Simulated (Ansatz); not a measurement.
# P in Ansatz: notebook

One slab, P, is run at these levels: r2SCAN; tasks: single point, equation of state.

All numbers are computed with Ansatz 0.2.0; they aren't measurements. Logs are shortened: lines on timing, memory, paths and dates and some standing lists are left out, and cuts for length are marked.

### Step 1. The structure

The cell holds a slab with vacuum, 4 atoms: a = 3.284 Å, b = 34.857 Å, c = 4.632 Å, α = 90.00°, β = 90.00°, γ = 90.00°.

### Step 2. Single point, r2SCAN, 124.60 Å³/atom (volume scaled by 0.94)

input.yaml

```yaml
crystal:
  lattice:
    - [3.2166940593, 0.0, 0.0]
    - [0.0, 34.1454633489, 0.0]
    - [0.0, 0.0, 4.5375258363]
  atoms:
    - { symbol: P, position: [0.5, 0.97026143, 0.90784928] }
    - { symbol: P, position: [0.5, 0.02973857, 0.09215072] }
    - { symbol: P, position: [0.0, 0.02973857, 0.40784928] }
    - { symbol: P, position: [0.0, 0.97026143, 0.59215072] }
hamiltonian:
  xc: r2scan
  pseudopotentials: { kind: paw }
kpoints:
  mp_grid: { grid: [8, 1, 6] }
scf:
  occupations: { method: fermi_dirac, width: 0.05 }
output:
  forces: true
  stress: true
  eigenvalues: true
```

Potentials or basis: Ansatz PAW.

Started as:

```console
> ansatz run input.yaml --threads 2 --pin off --max-ram 5632MiB --backend cpu --events-out ev --progress --plain --runs-dir out
```

Output:

```text
Warning: RAYON_NUM_THREADS=2 ignored (pool sized by the plan → 2); use --threads N
Engine: ansatz 0.2.0, aarch64-unknown-linux-gnu
Pseudopotentials: kind: paw
Pseudopotential: P, paw, valence charge 5, recommended cutoff 500 eV (meta_gga), P.paw.azcp
Functional definition: r2SCAN
  parameter k0 = 0.174
  parameter k1 = 0.065
  parameter a1 = 4.9479
  exchange = r2scan_x(k0 = k0, k1 = k1, a1 = a1)
  correlation = r2scan_c
Crystal: 4 atoms, lattice volume = 498.381 Å³
Basis set: ecut = 500 eV, 12651 PW (Γ), exchange–correlation on 96×1000×144 points (64 copies of the dense FFT grid, shifted against one another)
Bands: 14, of which v1, the nominal top of the filled ones, is band 10 counted from 1 (9 counted from 0)
Symmetry: 8 space group operations
Space group: Pmna (ITA 53), of the structure as read, at distance tolerance 7.9e-5 Å
k-points: 20 of 48
Non-local potential: P, projectors of the file, l = 0: 2, l = 1: 2, l = 2: 2
PAW form: soft (Blöchl's): semilocal exchange-correlation on the pseudo side does not see the compensation charge
PAW frozen core: P, regenerated for the run's functional (the file was generated under x = pbe(κ = 0.804, μ = 0.2195149727645171), c = pbe(β = 0.06672455060314922))
PAW one-centre angular grid: P, 302 points (default); XC on 160 Gauss nodes
Initial density: superposition of atomic densities (neutral atoms: chi_scale 0, normalization atom), corrected by the library's trained network
Initial wavefunctions: pseudopotential atomic-orbital guess
Functional: x = r2scan, c = r2scan; τ floored in thin density (d = 2e-4 eV/Å³)
SCF iter   1: F=—  HF=-3036.382234 eV  |F-HF|=—  |Δ(HF+E_count)|=         —  Δρ=2.03e-3  dr2=2.92e-2  dr2_τ=4.45e-2  ethr=1.77e-3  ⟨swp⟩=11.3  Hψ=2643  notcnv=0
preconditioner: auto → Resta (q_TF=auto, 1.596 Å⁻¹)  ε∞=1.6  [insulator: Δε(μ)=1.031 eV  Ē_g=9.726 eV  σ=0.050 eV  W_gap=1.00  n_scr=34 (ndim 8)  ℏωp=7.4 eV  f_vac=0.803  D(μ)=0.00/eV (n_scr^D=0)  ε∞_Penn≈1.6  vacuum switching on, ρ_ref=6.9e-3 e/Å³]
SCF iter   2: F=—  HF=-3036.416203 eV  |F-HF|=—  |Δ(HF+E_count)|=   3.40e-2  Δρ=1.04e-3  dr2=3.58e-3  dr2_τ=1.23e-4  ethr=1.46e-4  ⟨swp⟩=3.1  Hψ=759  notcnv=0
SCF iter   3: F=—  HF=-3036.416788 eV  |F-HF|=—  |Δ(HF+E_count)|=   5.84e-4  Δρ=3.30e-4  dr2=4.53e-4  dr2_τ=1.38e-5  ethr=1.79e-5  ⟨swp⟩=2.8  Hψ=461  notcnv=0
SCF iter   4: F=—  HF=-3036.416933 eV  |F-HF|=—  |Δ(HF+E_count)|=   1.45e-4  Δρ=6.06e-5  dr2=1.74e-5  dr2_τ=9.12e-7  ethr=2.27e-6  ⟨swp⟩=2.1  Hψ=437  notcnv=0
SCF iter   5: F=—  HF=-3036.416953 eV  |F-HF|=—  |Δ(HF+E_count)|=   2.00e-5  Δρ=1.35e-5  dr2=8.08e-7  dr2_τ=3.58e-8  ethr=8.68e-8  ⟨swp⟩=2.3  Hψ=510  notcnv=0
SCF iter   6: F=-3036.416955 eV  HF=-3036.416955 eV  |F-HF|=6.77e-8  |Δ(HF+E_count)|=   2.36e-6  Δρ=1.90e-6  dr2=1.73e-8  dr2_τ=4.27e-10  ethr=5.00e-10  ⟨swp⟩=10.1  Hψ=1836  notcnv=0
SCF 1 converged in 6 iterations: F = -3036.416955 eV  dr2 = 1.73e-8
SCF converged after 6 iterations
Free energy (F): -3036.416955 eV
Harris-Foulkes:  -3036.416955 eV  (|F-HF|=6.77e-8)
Internal energy: -3036.416953 eV  (E = F + TS)
E sigma→0 (E₀):  -3036.416954 eV
Entropy (-TS):   -0.000002 eV (-0.001 meV/atom)
Fermi energy:    -2.727051 eV
--- Per-component energies (eV) ---
  E_band       = -200.608499
  E_kinetic    = 284.958573
  E_local      = -11237.495159  (includes V_loc(G=0)·N_el)
  E_nonlocal   = 134.056101
  E_hartree    = 5449.719881
  E_xc         = -234.500267
  E_vxc        = -262.528346  (∫ρ·V_xc dr)
  E_paw        = -2303.338641  (= ΣΔE_a)
  E_vpaw       = -31.544767  (= ΣTr[D̂ρ^β])
  E_aug_tail   = 0.000002  (compensation charges beyond the density's cutoff)
  E_vtau       = 12.502404  (kinetic-family band-sum trace: ∫τ·v_τ [+ j·A + Jᵃ·Aᵃ] dr)
  E_ewald      = 4870.545925
  E_core_change = -0.363369  (= ΣΔE_core)
  E_smearing   = -0.000002  (= −TS)
  E_closure    = -0.000000  (closes the sum)
  Σ components = -3036.416955   (vs F -3036.416955, Δ=0.00e0)
--- Forces (eV/Å), atoms counted from 1 ---
  atom   1  P      0.00000000    -0.52838528     0.44384810
  atom   2  P      0.00000000     0.52838528    -0.44384810
  atom   3  P      0.00000000     0.52838528     0.44384810
  atom   4  P      0.00000000    -0.52838528    -0.44384810
  max |Σ_I F_I| component: 0.00e0 eV/Å
--- Stress (GPa, compression-positive) ---
        1.234259       0.000000       0.000000
        0.000000       0.689974       0.000000
        0.000000       0.000000       0.953760
  P = ⅓ Tr σ = 0.9593 GPa (9.593 kbar)
--- Band table (eV; the first three rows and the last of 20) ---
  k-point 0: bands = ["-19.7396", "-16.9381", "-13.1995", "-9.7052", "-8.4262", "-7.9361", "-7.1384", "-5.3505", "-5.1373", "-3.2895", "-2.2252", "-1.4946", "-0.1867", "0.3787"]
  k-point 1: bands = ["-19.5918", "-17.1638", "-13.2206", "-10.2778", "-7.8056", "-7.7816", "-7.0264", "-5.4661", "-4.5449", "-4.1850", "-1.4754", "-1.3278", "-0.4118", "0.3191"]
  k-point 2: bands = ["-19.1643", "-17.7681", "-13.0024", "-11.3665", "-7.2921", "-6.7111", "-6.3699", "-5.7979", "-5.4125", "-3.9563", "-1.0873", "-0.7506", "-0.2540", "0.3788"]
  k-point 19: bands = ["-16.1456", "-16.1456", "-14.0498", "-14.0498", "-8.8986", "-8.8986", "-8.1851", "-8.1851", "-4.4589", "-4.4589", "-0.6917", "-0.6917", "0.8698", "0.8698"]
```

It took 25 s on 2 threads of Arm Neoverse N1, shared host; peak memory 1.5 GiB.

Results:

- Free energy: -3036.4170 eV
- Largest force: 0.690 eV/Å
- Band gap on the k mesh: 1.05 eV, indirect (least direct gap 1.06 eV)

Caveat: the PAW data sets come from PBE, with cores solved anew for the run's functional, which leaves a small shift of forces and pressure.

### Step 3. Single point, r2SCAN, 127.25 Å³/atom (volume scaled by 0.96)

input.yaml, as its differences from that of step 2:

```diff
@@ -2,5 +2,5 @@
   lattice:
-    - [3.2166940593, 0.0, 0.0]
-    - [0.0, 34.1454633489, 0.0]
-    - [0.0, 0.0, 4.5375258363]
+    - [3.2393475808, 0.0, 0.0]
+    - [0.0, 34.3859322811, 0.0]
+    - [0.0, 0.0, 4.5694812964]
   atoms:
```

Potentials or basis: Ansatz PAW.

Started as:

```console
> ansatz run input.yaml --threads 2 --pin off --max-ram 5632MiB --backend cpu --events-out ev --progress --plain --runs-dir out
```

It took 24 s on 2 threads of Arm Neoverse N1, shared host; peak memory 1.6 GiB.

Results (log left out):

- Free energy: -3036.4697 eV
- Largest force: 0.478 eV/Å
- Band gap on the k mesh: 1.08 eV, direct

Caveat: the PAW data sets come from PBE, with cores solved anew for the run's functional, which leaves a small shift of forces and pressure.

### Step 4. Single point, r2SCAN, 129.90 Å³/atom (volume scaled by 0.98)

input.yaml, as its differences from that of step 3:

```diff
@@ -2,5 +2,5 @@
   lattice:
-    - [3.2393475808, 0.0, 0.0]
-    - [0.0, 34.3859322811, 0.0]
-    - [0.0, 0.0, 4.5694812964]
+    - [3.2616886149, 0.0, 0.0]
+    - [0.0, 34.6230841357, 0.0]
+    - [0.0, 0.0, 4.6009959564]
   atoms:
```

Started as:

```console
> ansatz run input.yaml --threads 2 --pin off --max-ram 5632MiB --backend cpu --events-out ev --progress --plain --runs-dir out
```

Run time: 24 s. Hardware: 2 threads of Arm Neoverse N1, shared host; peak memory 1.6 GiB.

The run converged. Its results:

```yaml
Free_energy: -3036.5026 eV
Largest_force: 0.283 eV/Å
Band_gap_on_the_k_mesh: 1.09 eV, direct
```

Caveat: the PAW data sets come from PBE, with cores solved anew for the run's functional, which leaves a small shift of forces and pressure.

### Step 5. Single point, r2SCAN, 132.55 Å³/atom

input.yaml, as its differences from that of step 4:

```diff
@@ -2,5 +2,5 @@
   lattice:
-    - [3.2616886149, 0.0, 0.0]
-    - [0.0, 34.6230841357, 0.0]
-    - [0.0, 0.0, 4.6009959564]
+    - [3.28372772, 0.0, 0.0]
+    - [0.0, 34.85703099, 0.0]
+    - [0.0, 0.0, 4.63208471]
   atoms:
```

Started as:

```console
> ansatz run input.yaml --threads 2 --pin off --max-ram 5632MiB --backend cpu --events-out ev --progress --plain --runs-dir out
```

Wall time 24 s (2 threads of Arm Neoverse N1, shared host); peak memory 1.6 GiB.

It converged, with:

- Free energy: -3036.5176 eV
- Largest force: 0.104 eV/Å
- Band gap on the k mesh: 1.10 eV, direct

Caveat: the PAW data sets come from PBE, with cores solved anew for the run's functional, which leaves a small shift of forces and pressure.

### Step 6. Single point, r2SCAN, 135.20 Å³/atom (volume scaled by 1.02)

input.yaml, as its differences from that of step 5:

```diff
@@ -2,5 +2,5 @@
   lattice:
-    - [3.28372772, 0.0, 0.0]
-    - [0.0, 34.85703099, 0.0]
-    - [0.0, 0.0, 4.63208471]
+    - [3.305474895, 0.0, 0.0]
+    - [0.0, 35.0878789824, 0.0]
+    - [0.0, 0.0, 4.6627616617]
   atoms:
```

Potentials or basis: Ansatz PAW.

Started as:

```console
> ansatz run input.yaml --threads 2 --pin off --max-ram 5632MiB --backend cpu --events-out ev --progress --plain --runs-dir out
```

Wall time 26 s (2 threads of Arm Neoverse N1, shared host); peak memory 1.7 GiB.

It converged, with:

| Quantity | Value |
| --- | --- |
| Free energy | -3036.5164 eV |
| Largest force | 0.069 eV/Å |
| Band gap on the k mesh | 1.11 eV, direct |

Caveat: the PAW data sets come from PBE, with cores solved anew for the run's functional, which leaves a small shift of forces and pressure.

### Step 7. Single point, r2SCAN, 137.85 Å³/atom (volume scaled by 1.04)

input.yaml, as its differences from that of step 6:

```diff
@@ -2,5 +2,5 @@
   lattice:
-    - [3.305474895, 0.0, 0.0]
-    - [0.0, 35.0878789824, 0.0]
-    - [0.0, 0.0, 4.6627616617]
+    - [3.3269396191, 0.0, 0.0]
+    - [0.0, 35.3157287368, 0.0]
+    - [0.0, 0.0, 4.6930401832]
   atoms:
```

Started as:

```console
> ansatz run input.yaml --threads 2 --pin off --max-ram 5632MiB --backend cpu --events-out ev --progress --plain --runs-dir out
```

Wall time 28 s (2 threads of Arm Neoverse N1, shared host); peak memory 1.7 GiB.

It converged, with:

```
Free energy            : -3036.5009 eV
Largest force          : 0.222 eV/Å
Band gap on the k mesh : 1.13 eV, direct
```

Caveat: the PAW data sets come from PBE, with cores solved anew for the run's functional, which leaves a small shift of forces and pressure.

### Step 8. Single point, r2SCAN, 140.50 Å³/atom (volume scaled by 1.06)

input.yaml, as its differences from that of step 7:

```diff
@@ -2,5 +2,5 @@
   lattice:
-    - [3.3269396191, 0.0, 0.0]
-    - [0.0, 35.3157287368, 0.0]
-    - [0.0, 0.0, 4.6930401832]
+    - [3.3481308887, 0.0, 0.0]
+    - [0.0, 35.540675749, 0.0]
+    - [0.0, 0.0, 4.7229329649]
   atoms:
```

Started as:

```console
> ansatz run input.yaml --threads 2 --pin off --max-ram 5632MiB --backend cpu --events-out ev --progress --plain --runs-dir out
```

It took 28 s on 2 threads of Arm Neoverse N1, shared host; peak memory 1.7 GiB.

Results (log left out):

```yaml
Free_energy: -3036.4723 eV
Largest_force: 0.366 eV/Å
Band_gap_on_the_k_mesh: 1.14 eV, direct
```

Caveat: the PAW data sets come from PBE, with cores solved anew for the run's functional, which leaves a small shift of forces and pressure.

### Step 9. Equation of state, r2SCAN

Potentials or basis: Ansatz PAW.

No new run: the results of the series are fitted here.

What came out:

| Item | Value |
| --- | --- |
| Equilibrium volume | 133.67 Å³/atom |
| Bulk modulus at fixed shape and positions | 11.7 GPa |
| Pressure derivative of the bulk modulus | 4.4 |

Energy against volume, from the lowest point:
```tsv
volume (Å³/atom)	energy (meV/atom)
124.595	25.15
127.246	11.96
129.897	3.74
132.548	0.00
135.199	0.28
137.850	4.18
140.501	11.32
```

Caveat: the cell was scaled at fixed shape and fractional positions, which overstates the stiffness of a crystal with free parameters, most of all of layers and chains; the PAW data sets were made with another functional, which shifts forces and pressure a little.

### Step 10. The reference run

An earlier run on the cell as given: functional PBEsol; potentials or basis Ansatz PAW; cutoff 420 eV (not typed: the program's choice for these potentials); k mesh 8 × 1 × 6; occupations fermi-dirac, width 0.05 eV; no spin polarisation.

- Largest force: 0.270 eV/Å
- Band gap on the k mesh: 0.88 eV, direct
